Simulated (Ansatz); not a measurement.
A relaxation computed with Ansatz, from input to last step.

```yaml
crystal:
  lattice:
    - [5.686687169, 0.0, 0.0]
    - [0.0, 5.686687169, 0.0]
    - [0.0, 0.0, 5.3367371893]
  atoms:
    - { symbol: Si, position: [0.2524353973, 0.2524353973, 0.2525568314] }
    - { symbol: Si, position: [0.0, 0.5, 0.5] }
    - { symbol: Si, position: [0.5, 0.5, 0.0] }
    - { symbol: Si, position: [0.5, 0.0, 0.5] }
    - { symbol: Si, position: [0.7475646027, 0.2524353973, 0.7474431686] }
    - { symbol: Si, position: [0.7475646027, 0.7475646027, 0.2525568314] }
    - { symbol: Si, position: [0.2524353973, 0.7475646027, 0.7474431686] }
    - { symbol: Ge, position: [0.0, 0.0, 0.0] }
basis:
  ecutwfc: 500
kpoints:
  mp_grid: { grid: [8, 8, 8] }
hamiltonian:
  xc: r2scan
scf:
  occupations: { method: gaussian, width: 0.02 }
output:
  forces: true
  stress: true
  eigenvalues: true
relax:
  adjacent_minimum: "off"
  f_tol: 0.008
  max_steps: 40
  cell: { stress_tol: 0.015, fix: [a, b, gamma] }
```

```bash
ansatz run input.yaml --threads 2 --pin off --max-ram 5120MiB --backend cpu --events-out ev --progress --plain --runs-dir out
```

Level of theory: DFT r2SCAN, scalar-relativistic, plane waves, PAW (Ansatz).

Of 4 frames 3 are shown, positions in Å and forces in eV/Å; the SCF threshold varies from step to step. Steps run on the plane waves of an earlier cell, with a Pulay correction in the pressure. The basis is chosen afresh for the last frame, the zero of the energies, and at times for earlier ones too; energy and pressure can step there, also at an unchanged geometry. Where two frames share a geometry here, they differ by under 2 meV/atom and 0.3 GPa.

```xyz
8
Lattice="5.6867 0.0000 0.0000 0.0000 5.6867 0.0000 0.0000 0.0000 5.3367" Properties=species:S:1:pos:R:3:forces:R:3 pbc="T T T" step=1 free_energy_over_end_meV_per_atom=0.25 pressure_GPa=-4.58
Si    1.4355    1.4355    1.3478    0.0022    0.0022    0.0088
Si    0.0000    2.8433    2.6684    0.0000    0.0000    0.0000
Si    2.8433    2.8433    0.0000    0.0000    0.0000    0.0000
Si    2.8433    0.0000    2.6684    0.0000    0.0000    0.0000
Si    4.2512    1.4355    3.9889   -0.0022    0.0022   -0.0088
Si    4.2512    4.2512    1.3478   -0.0022   -0.0022    0.0088
Si    1.4355    4.2512    3.9889    0.0022   -0.0022   -0.0088
Ge    0.0000    0.0000    0.0000    0.0000    0.0000    0.0000
8
Lattice="5.6867 0.0000 0.0000 0.0000 5.6867 0.0000 0.0000 0.0000 5.3048" Properties=species:S:1:pos:R:3:forces:R:3 pbc="T T T" step=2 free_energy_over_end_meV_per_atom=-0.01 pressure_GPa=-4.15
Si    1.4355    1.4355    1.3404    0.0017    0.0017    0.0015
Si    0.0000    2.8433    2.6524    0.0000    0.0000    0.0000
Si    2.8433    2.8433    0.0000    0.0000    0.0000    0.0000
Si    2.8433    0.0000    2.6524    0.0000    0.0000    0.0000
Si    4.2512    1.4355    3.9644   -0.0017    0.0017   -0.0015
Si    4.2512    4.2512    1.3404   -0.0017   -0.0017    0.0015
Si    1.4355    4.2512    3.9644    0.0017   -0.0017   -0.0015
Ge    0.0000    0.0000    0.0000    0.0000    0.0000    0.0000
8
Lattice="5.6867 0.0000 0.0000 0.0000 5.6867 0.0000 0.0000 0.0000 5.3083" Properties=species:S:1:pos:R:3:forces:R:3 pbc="T T T" step=4 free_energy_over_end_meV_per_atom=0.00 pressure_GPa=-4.20
Si    1.4356    1.4356    1.3413    0.0000    0.0000   -0.0001
Si    0.0000    2.8433    2.6541    0.0000    0.0000    0.0000
Si    2.8433    2.8433    0.0000    0.0000    0.0000    0.0000
Si    2.8433    0.0000    2.6541    0.0000    0.0000    0.0000
Si    4.2511    1.4356    3.9669    0.0000    0.0000    0.0001
Si    4.2511    4.2511    1.3413    0.0000    0.0000   -0.0001
Si    1.4356    4.2511    3.9669    0.0000    0.0000    0.0001
Ge    0.0000    0.0000    0.0000    0.0000    0.0000    0.0000
```

It took 82 s on 2 threads of Intel(R) Xeon(R) Platinum 8488C (Sapphire Rapids), on a shared host, peak memory 1 GiB.